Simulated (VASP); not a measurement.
Input of a VASP 6.6.1 run:

Contents of INCAR:

```
ALGO = Normal
EDIFF = 1E-6
ENCUT = 520
GGA = PS
ISIF = 2
ISMEAR = 0
LASPH = True
LCHARG = False
LREAL = False
LWAVE = False
NBANDS = 17
NELM = 60
PREC = Accurate
SIGMA = 0.1
```

KPOINTS

```
k-points
0
Gamma
  6 6 6
```

Contents of POSCAR:

```
TePb
1.0
    0.0000000000      3.2310000000      3.2310000000
    3.2310000000      0.0000000000      3.2310000000
    3.2310000000      3.2310000000      0.0000000000
Te Pb
1 1
Direct
    0.5000000000      0.5000000000      0.5000000000
    0.0000000000      0.0000000000      0.0000000000
```

Potentials or basis: VASP PAW PBE potentials, release 64 (Te, Pb_d).

The run is started by

```sh
$ cat potpaw_PBE.64/Te/POTCAR potpaw_PBE.64/Pb_d/POTCAR > POTCAR
$ mpirun -np 1 vasp_std > vasp.out
```

Problem. Estimate the band gap on the k mesh.

Solution. 0.67 eV, direct.

Problem. What does it give for the pressure?

Solution. -0.4 GPa.

Caveat: the PAW data sets were made with another functional, which shifts forces and pressure a little; spin-orbit coupling is left out, which as a rule narrows the gap of such compounds by several tenths of an eV.

**The experiment to reproduce.**

From a printed reference work, monograph, for a bulk crystal of TePb at 4.2 K: band gap 0.19 eV (direct).

A measured gap of TePb is 0.19 eV (direct; 4.2 K; a printed reference work, monograph); the calculated 0.67 eV misses it by +0.48 eV. Spin-orbit coupling on Pb, Te is left out. The value is that of PBEsol on a finite k mesh, which can miss the band edges, without temperature or zero-point motion.
